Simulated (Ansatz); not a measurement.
# BN: the cost of one run

Code: Ansatz 0.2.0. PAW datasets, plane waves. The values are computed, spin-unpolarised, and not measurements.

**1. Starting point**

The unstrained cell was relaxed with r2SCAN+rVV10; in each strained cell the atoms were relaxed again with r2SCAN+rVV10. Names of k-points are those of the unstrained zone, where strain can split equivalent points. First state: +2.1 % biaxial strain in x and y, z held.

The symmetry is Cm (No. 8, monoclinic); conventional cell a = 4.419 Å, b = 2.552 Å, c = 3.580 Å, β = 114.6°, 9.17 Å³ an atom. Near B stand 3 N at 1.47 Å; near N stand 3 B at 1.47 Å.

Structure file:

```
CELL_PARAMETERS angstrom
2.53951 0.00284 -0.24449
-1.25991 2.20493 0.24453
-0.94403 -0.92751 3.31341
ATOMIC_POSITIONS crystal
B 0.99103 0.99142 0.99384
N 0.65712 0.32446 0.99297
```

**2. +2.1 % biaxial strain in x and y, z held: PBE**

input.yaml reads:

```yaml
crystal:
  lattice:
    - [2.5395053369, 0.0028354636, -0.2444864326]
    - [-1.2599052523, 2.2049281641, 0.2445297637]
    - [-0.944034315, -0.9275051753, 3.3134103186]
  atoms:
    - { symbol: B, position: [0.9910320811, 0.9914197586, -0.0061621998] }
    - { symbol: "N", position: [0.6571169189, 0.3244642414, 0.9929671998] }
kpoints:
  mp_grid: { grid: [12, 12, 12] }
  band_path:
    path:
      - [0.0, 0.0, 0.0]
      - [-0.3498629863, -0.3498629863, 0.3498361305]
      - [0.3498630853, -0.6501369147, -0.3498746098]
      - [0.5000000991, -0.4999999009, -0.5000000989]
      - [0.5000000991, -0.4999999009, -9.92e-08]
      - [0.3004652424, -0.6995347576, 0.1995194411]
      - [-0.3004651433, -0.3004651433, 0.8004420791]
      - [0.0, 0.0, 0.4999999998]
      - [4.95e-08, -0.4999999505, 0.4999807601]
      - [0.3403722137, -0.6596277863, 0.159615533]
      - [0.320312, 0.385417, 0.036458]
    npoints: 1
hamiltonian:
  xc: pbe
scf:
  occupations: { method: fermi_dirac, width: 0.02 }
  n_extra_bands: 4
output:
  forces: true
  stress: true
  eigenvalues: true
```

Command:

```bash
$ ansatz run input.yaml --threads 4 --pin off --max-ram 3686MiB --backend cpu --events-out ev --progress --plain --runs-dir out
```

Q: Estimate wall time and peak memory on 4 threads of Arm Neoverse N1, shared host.

About 6.9 s, with a peak of 0.47 GiB.
